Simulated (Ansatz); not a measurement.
Runs of Ansatz 0.2.0 on CuO (Tenorite). The structure is monoclinic, space group C2/c (No. 15). The conventional cell has a = 4.684 Å, b = 3.423 Å, c = 5.129 Å, α = 90.00°, β = 99.54°, γ = 90.00°. Cu (site symmetry -1) has 4 O at 1.95 to 1.96 Å as nearest neighbours. O (site symmetry 2) has 4 Cu at 1.95 to 1.96 Å as nearest neighbours. 

| task | level | potentials or basis | U | cutoff (eV) | smearing | basis error allowed | gap on the mesh (eV) | pressure (GPa) | largest force (eV/Å) |
| --- | --- | --- | --- | --- | --- | --- | --- | --- | --- |
| band structure | PBEsol | all-electron LAPW, non-relativistic | - | 406 | fermi-dirac 0.05 eV | 0.002 eV/atom | - | -0.5 | (a) |
| density of states | PBEsol+U | all-electron LAPW, scalar-relativistic | Cu d U = 2 eV | 406 | fermi-dirac 0.05 eV | 0.002 eV/atom | none | -1.9 | (b) |
| single point | PBE | all-electron LAPW, scalar-relativistic | - | 439 | fermi-dirac 0.05 eV | 0.001 eV/atom | none | 5.7 | 0.26 |
| single point | PBE | all-electron LAPW, scalar-relativistic | - | 406 | gaussian 0.016 eV | 0.002 eV/atom | none | 5.7 | 0.26 |
| phonons | PBEsol | all-electron LAPW, scalar-relativistic | - | 434 | fermi-dirac 0.05 eV | 0.002 eV/atom | none | - | 0.36 |
| band structure | PBEsol | all-electron LAPW, inner shells corrected to Dirac's equation | - | 406 | fermi-dirac 0.05 eV | 0.002 eV/atom | - | -2.7 | 0.36 |
| density of states | PBEsol+U | all-electron LAPW, scalar-relativistic | Cu d U = 4 eV | 406 | fermi-dirac 0.05 eV | 0.002 eV/atom | none | -0.9 | 0.26 |

Alike in all rows: no spin polarisation; cell as given; k mesh 10 × 10 × 5.

Problem. Fill in the values left out.

Solution. (a) 0.24; (b) 0.31.

Caveats: the run has no spin polarisation, though such a crystal can be magnetic; semilocal functionals often make such compounds metallic where correlation or magnetic order opens a gap, which also shifts bond lengths (some runs); U is the effective U less J, on atomic orbitals that reach past the spheres (some runs); U without spin polarisation on a metal has little footing (some runs); a metal's response needs a denser mesh (some runs).

A k mesh can miss the band edges.

A gap of «none» marks a metal or a gap under the smearing width.

Not every run made on this cell is shown here.
